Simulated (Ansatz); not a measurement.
Input for Ansatz (plane-wave DFT, PAW):

```yaml
crystal:
  lattice:
    - [15.7, 0.0, 0.0]
    - [0.0, 16.0, 0.0]
    - [0.0, 0.0, 3.2380691024]
  atoms:
    - { symbol: Sn, position: [0.5, 0.5, 0.0] }
    - { symbol: Sn, position: [0.3462605208, 0.349143136, 0.5] }
    - { symbol: Sn, position: [0.3462605208, 0.650856864, 0.5] }
    - { symbol: Sn, position: [0.6537394792, 0.349143136, 0.5] }
    - { symbol: O, position: [0.2867769525, 0.2907748846, 0.0] }
    - { symbol: O, position: [0.2867769525, 0.5924886126, 0.0] }
    - { symbol: O, position: [0.5942559109, 0.2907748846, 0.0] }
    - { symbol: O, position: [0.5594835683, 0.4416317486, 0.5] }
    - { symbol: O, position: [0.4057440891, 0.4075113874, 0.0] }
    - { symbol: O, position: [0.4057440891, 0.7092251154, 0.0] }
    - { symbol: O, position: [0.7132230475, 0.4075113874, 0.0] }
    - { symbol: O, position: [0.4405164317, 0.5583682514, 0.5] }
basis:
  ecutwfc: 420
kpoints:
  mp_grid: { grid: [1, 1, 10] }
hamiltonian:
  xc: pbe
scf:
  occupations: { method: gaussian, width: 0.05 }
output:
  forces: true
  stress: true
  eigenvalues: true
  populations: true
  write_density: true
  write_potential: true
  elf: true
  volumetric_format: npy
relax:
  adjacent_minimum: "off"
  f_tol: 0.02
  max_steps: 45
  cell: { fix: [a, b, alpha, beta, gamma], stress_tol: 0.03 }
```

Run as
```bash
ansatz run input.yaml --threads 4 --pin off --max-ram 11264MiB --backend cpu --events-out ev --progress --plain --runs-dir out
```

Computed with Ansatz 0.2.0, DFT PBE, scalar-relativistic, plane waves, PAW.

From the run's log, abridged (final results; tables in files aren't shown):

```
SCF 28 converged in 7 iterations: F = -28630.659024 eV  dr2 = 1.58e-11
WARN: The output density's exchange-correlation potential varies sharply where the density is thin. Do not read a vacuum level from v_tot or v_xc, or from such a field of the output density. On a cell that repeats whose density bears no net charge and no dipole along the vacuum's axis use v_es (v_loc + v_h of the components); under efield.dipole_correction with no amplitude use v_es + v_field, which holds any external_charges[].barrier, or the levels of the report's work_function block, which leave it out; under a non-zero efield.amplitude the vacuum is tilted and has no level; on a cell that repeats and bears such a dipole with no correction it is tilted too, and efield.dipole_correction wi ...
SCF converged after 7 iterations
Free energy (F): -28630.659024 eV
Harris-Foulkes:  -28630.659024 eV  (|F-HF|=5.09e-11)
Internal energy: -28630.659024 eV  (E = F + TS)
E sigma→0 (E₀):  -28630.659024 eV
Fermi energy:    -3.424908 eV
--- Per-component energies (eV) ---
  E_band       = -1643.175547
  E_kinetic    = 2144.588722
  E_local      = -51528.046182  (includes V_loc(G=0)·N_el)
  E_nonlocal   = 265.027691
  E_hartree    = 25179.148695
  E_xc         = -2106.784131
  E_vxc        = -1122.310900  (∫ρ·V_xc dr)
  E_paw        = -17844.251454  (= ΣΔE_a)
  E_vpaw       = -1760.751474  (= ΣTr[D̂ρ^β])
  E_aug_tail   = 0.019068  (compensation charges beyond the density's cutoff)
  E_ewald      = 15259.638567
  E_smearing   =  0.000000  (= −TS)
--- Forces (eV/Å), atoms counted from 1 ---
  atom   1  Sn    -0.00931929    -0.00442117     0.00000000
  atom   2  Sn    -0.00112211    -0.00087074     0.00000000
  atom   3  Sn    -0.00514085    -0.00306239     0.00000000
  atom   4  Sn    -0.00332278    -0.00335050     0.00000000
  atom   5  O     -0.00106729    -0.00202040     0.00000000
  atom   6  O      0.00095469     0.00205527     0.00000000
  atom   7  O      0.00059557     0.00191582     0.00000000
  atom   8  O      0.00354892     0.00211218     0.00000000
  atom   9  O      0.00658873     0.00523460     0.00000000
  atom  10  O      0.00052645     0.00244024     0.00000000
  atom  11  O      0.00335190     0.00164788     0.00000000
  atom  12  O      0.00440597    -0.00168094     0.00000000
--- Stress (GPa, compression-positive) ---
        0.004680      -0.003593       0.000000
       -0.003593      -0.001384       0.000000
        0.000000       0.000000      -0.000317
  P = ⅓ Tr σ = 0.0010 GPa (0.010 kbar)
--- Band table (eV; the first three rows and the last of 6) ---
  k-point 0: bands = ["-25.2918", "-25.2125", "-25.1038", "-24.9824", "-24.7773", "-24.7201", "-24.7095", "-24.7033", "-24.6975", "-24.6483", "-24.6173", "-24.5690", "-24.5012", "-24.3906", "-24.3858", "-24.3209", "-24.2438", "-24.0914", "-24.0842", "-24.0616", "-22.6112", "-22.0166", "-21.2751", "-20.9329", "-20.5824", "-20.5074", "-20.4717", "-20.1444", "-11.3711", "-10.2078", "-9.1888", "-8.5187", "-8.0596", "-7.5405", "-7.0321", "-6.9897", "-6.5182", "-6.2927", "-6.1904", "-6.0023", "-5.8606", "-5.7055", "-5.4433", "-5.2774", "-5.0877", "-5.0611", "-4.9817", "-4.9748", "-4.9532", "-4.8428", "-4.6906", "-4.6133", "-2.6678", "-1.5972", "-0.9254", "-0.6551", "1.1179", "1.5265", "2.1832", "2 ...
  k-point 1: bands = ["-25.2505", "-25.1721", "-25.0818", "-24.9681", "-24.7817", "-24.7632", "-24.7357", "-24.6953", "-24.6821", "-24.6521", "-24.6353", "-24.6051", "-24.5183", "-24.4312", "-24.3808", "-24.3357", "-24.2395", "-24.1788", "-24.0827", "-24.0664", "-22.5354", "-21.9176", "-21.2309", "-20.8827", "-20.4873", "-20.3860", "-20.3478", "-20.0817", "-11.3398", "-10.1691", "-9.2487", "-8.5958", "-8.1170", "-7.5542", "-7.4869", "-6.9643", "-6.8696", "-6.5769", "-6.4209", "-6.0454", "-5.7599", "-5.7236", "-5.5896", "-5.4897", "-5.2979", "-5.1928", "-5.0547", "-4.9416", "-4.9161", "-4.8347", "-4.7520", "-4.6251", "-2.2567", "-1.2896", "-0.6919", "-0.4296", "1.2870", "1.6973", "2.2745", "2 ...
  k-point 2: bands = ["-25.1549", "-25.1073", "-25.0841", "-24.9666", "-24.8712", "-24.7942", "-24.7639", "-24.7297", "-24.6895", "-24.6657", "-24.6367", "-24.6166", "-24.5666", "-24.4409", "-24.3793", "-24.3751", "-24.3399", "-24.2052", "-24.1197", "-24.0272", "-22.3277", "-21.6726", "-21.1304", "-20.7885", "-20.3051", "-20.0870", "-20.0361", "-19.8115", "-11.2820", "-10.1127", "-9.5524", "-9.1163", "-8.2308", "-8.0275", "-7.6754", "-7.4905", "-7.1861", "-7.0311", "-6.6326", "-6.4945", "-6.3793", "-6.1027", "-5.7146", "-5.6365", "-5.4765", "-5.2360", "-5.0865", "-4.9205", "-4.8469", "-4.8170", "-4.6490", "-4.5243", "-1.4059", "-0.6959", "-0.3207", "0.0252", "1.4987", "1.9081", "2.4181", "2. ...
  k-point 5: bands = ["-25.3832", "-25.3401", "-25.1869", "-25.0616", "-25.0279", "-24.8680", "-24.7674", "-24.7201", "-24.7073", "-24.6749", "-24.5795", "-24.5710", "-24.4942", "-24.4120", "-24.3657", "-24.2827", "-24.2269", "-24.1648", "-24.1492", "-23.8436", "-21.3828", "-21.2781", "-20.8884", "-20.6748", "-20.1841", "-19.3416", "-19.1029", "-18.8554", "-11.3764", "-11.1228", "-10.6942", "-10.5460", "-8.8293", "-8.8278", "-8.4042", "-8.3252", "-8.0626", "-7.9685", "-7.6931", "-7.1894", "-6.2596", "-6.0295", "-5.8990", "-5.4324", "-5.4125", "-5.1533", "-5.0025", "-4.7745", "-4.6747", "-4.6408", "-4.3801", "-4.1820", "-1.5364", "0.2255", "0.3705", "0.6610", "1.1365", "1.9585", "2.4893", "3. ...
--- Relaxed structure (26 steps of the walk, 23 accepted, 2 SCFs on fresh bases) ---
  F+E_penalty+E_count = -28630.65902417 eV   max|allowed force component| = 9.319e-3 eV/Å   (the final SCF, on the basis selected at the relaxed cell)
  cell:  # Å, volume = 769.1458 Å³
    - [15.7, -4.11236993e-112, 0.0]
    - [-4.19095025e-112, 16.0, 0.0]
    - [0.0, 0.0, 3.06188599]
  atoms:
    - { symbol: Sn, position: [0.51794455, 0.47177254, 0.0] }
    - { symbol: Sn, position: [0.31190091, 0.40228369, 0.49999999] }
    - { symbol: Sn, position: [0.34454108, 0.60829196, 0.49999999] }
    - { symbol: Sn, position: [0.66911406, 0.36578990, 0.49999999] }
    - { symbol: O, position: [0.24467943, 0.35644802, 0.0] }
    - { symbol: O, position: [0.29417399, 0.52683490, 0.0] }
    - { symbol: O, position: [0.57782080, 0.34762305, 0.0] }
    - { symbol: O, position: [0.60867345, 0.48447164, 0.49999999] }
    - { symbol: O, position: [0.40820786, 0.39738715, 0.0] }
    - { symbol: O, position: [0.35227578, 0.68700051, 0.0] }
    - { symbol: O, position: [0.74999891, 0.35619236, 0.0] }
    - { symbol: O, position: [0.45945067, 0.54333363, 0.49999999] }
--- Löwdin populations: 12 sites ---
  site symbol q [e]
     0     Sn     12.3274
     1     Sn     12.3052
     2     Sn     12.3062
     3     Sn     12.3004
     4      O      6.7242
     5      O      6.8070
     6      O      6.7806
     7      O      6.7658
     8      O      6.7673
     9      O      6.7501
    10      O      6.7506
    11      O      6.7992
  spilling = 0.005923 (of n_electrons = 104.000000)
```

The relaxation met its thresholds.

Time: 5.3 min on 4 threads of Arm Neoverse V2, with other jobs on the host, peak memory 1.4 GiB.